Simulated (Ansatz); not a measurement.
Free-standing chains of the atoms of Ir, named by their start (strip: triangular double chain, ladder: square double chain); atoms and period are relaxed, and energies count from relaxed bulk Ir (Fm-3m, 14.50 Å³/atom, gap on the mesh 0.00 eV).

Method: DFT PBE, scalar-relativistic, plane waves, PAW in Ansatz.

Settings: cutoff 420 eV, Γ-centred mesh 1×1×26 on the computed 1-atom cell, Gaussian smearing of 0.05 eV; collinear spin from starting moments 1.5 μB.

Start (linear chain):

```
CELL_PARAMETERS angstrom
9.00000 0.00000 0.00000
0.00000 9.30000 0.00000
0.00000 0.00000 2.46327
ATOMIC_POSITIONS crystal
Ir 0.50000 0.50000 0.00000
```

Question: What does the relaxation give?

Answer: The free energy falls by 288 meV/atom.

```
excess energy (eV per host atom)                      : 3.817
period (Å)                                            : 2.276
gap on the mesh (eV)                                  : 0
highest filled level or Fermi level under vacuum (eV) : 5.67
size of the moment (μB per cell)                      : 0.54
```

Relaxed structure:
```
CELL_PARAMETERS angstrom
9.00000 0.00000 0.00000
0.00000 9.30000 0.00000
0.00000 0.00000 2.27579
ATOMIC_POSITIONS crystal
Ir 0.50000 0.50000 0.00000
```

Spin-orbit coupling is left out, which matters for the bands of heavy elements.

Each run keeps its start's symmetry and one magnetic start, so lower states can exist.

The run took 18 s on 2 threads of Arm Neoverse V1, on a shared host, peak memory 0.44 GiB.